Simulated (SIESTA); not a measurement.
Ag:

```
CELL_PARAMETERS angstrom
4.08550 0.00000 0.00000
0.00000 4.08550 0.00000
0.00000 0.00000 4.08550
ATOMIC_POSITIONS crystal
Ag 0.00000 0.00000 0.00000
Ag 0.00000 0.50000 0.50000
Ag 0.50000 0.00000 0.50000
Ag 0.50000 0.50000 0.00000
```

| Item | Value |
| --- | --- |
| Program | SIESTA 5.4.2 |
| Task | relaxation of cell and atoms |
| Functional | vdW-DF2 |
| Potentials or basis | PseudoDojo 0.4 standard (PBE files) |
| Basis | DZP (energy shift 0.003 Ry; two zetas on semicore shells) |
| Grid cutoff | 800 Ry |
| Energy shift | 0.003 Ry |
| k mesh | 5 × 5 × 5 |
| Occupations | fermi-dirac, width 0.05 eV |
| Spin | no spin polarisation |

At the start: pressure 17.6 GPa; volume 17.05 Å³/atom.

Q: How do energy, volume and symmetry change on relaxing?

A: Over 5 steps the energy falls by 133.7 meV/atom and the volume is 19.92 Å³/atom (+16.8 %); space group Fm-3m (No. 225, to 0.05 Å).

Step by step:
```
step  energy change (eV)  largest force (eV/Å)  pressure (GPa)  volume (Å³)
   1              0.0000                0.0000           17.55        68.19
   2             -0.1371                0.0000           14.46        69.57
   3             -0.5159                0.0000            2.43        77.29
   4             -0.5339                0.0000            0.48        79.18
   5             -0.5350                0.0000            0.00        79.67
```

Final structure:
```xyz
4
Lattice="4.3029 0.0000 0.0000 0.0000 4.3029 0.0000 0.0000 0.0000 4.3029" Properties=species:S:1:pos:R:3 pbc="T T T"
Ag    0.0000    0.0000    0.0000
Ag    0.0000    2.1515    2.1515
Ag    2.1515    0.0000    2.1515
Ag    2.1515    2.1515    0.0000
```

Caveat: short orbitals over semicore shells can move pressures by several GPa; the volume moved by over 15 % at a fixed basis, so the end points are rough; the potentials were made for another functional, which shifts forces and pressure; the basis of atomic orbitals isn't converged, which shifts pressures, moduli and gaps.
